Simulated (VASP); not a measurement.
Runs of VASP 6.6.1 on CaF2. It takes space group Fm-3m (No. 225, cubic). Conventional cell: a = 5.463 Å, b = 5.463 Å, c = 5.463 Å, α = 90.00°, β = 90.00°, γ = 90.00°. Ca (site symmetry m-3m) has 8 F at 2.37 Å as nearest neighbours. F (site symmetry -43m) is surrounded by 4 Ca at 2.37 Å. 

```tsv
task	level	potentials or basis	cell	k mesh	cutoff (eV)	mesh quality	gap on the mesh (eV)	pressure (GPa)	relaxed volume (Å³/atom)
relaxation of cell and atoms	PBEsol	VASP PAW PBE potentials, release 64 (Ca_sv, F)	relaxed	8 × 8 × 8	600	not flagged	7.21	0.0	13.30
relaxation of cell and atoms	LDA	VASP PAW LDA potentials, release 64 (Ca_sv, F)	relaxed	8 × 8 × 8	600	not flagged	7.34	0.0	12.64
relaxation of cell and atoms	PBEsol	VASP PAW PBE potentials, release 64 (Ca_pv, F)	relaxed	8 × 8 × 8	580	not flagged	7.24	0.0	13.21
relaxation of cell and atoms	PBEsol	VASP PAW PBE potentials, release 64 (Ca_sv, F)	relaxed	4 × 4 × 4	600	coarse	7.21	0.0	13.30
relaxation of cell and atoms	RPBE	VASP PAW PBE potentials, release 64 (Ca_sv, F)	relaxed	8 × 8 × 8	600	not flagged	7.13	0.0	14.74
relaxation of cell and atoms	PBEsol	VASP PAW PBE potentials, release 64 (Ca_sv, F_s)	relaxed	8 × 8 × 8	480	not flagged	(a)	0.1	13.30
single point	PBEsol	VASP PAW PBE potentials, release 64 (Ca_sv, F)	as given	8 × 8 × 8	520	not flagged	7.09	(b)	-
```

Alike in all rows: no spin polarisation; smearing gaussian 0.02 eV.

Estimate the missing entries.

(a) 7.20; (b) -1.7.

Caveats: some runs use coarse meshes; the PAW data sets were made with another functional, which shifts forces and pressure a little (some runs).

A k mesh can miss the band edges.

The runs don't all hold the same shells in valence.

Runs at the PBE level aren't shown here.
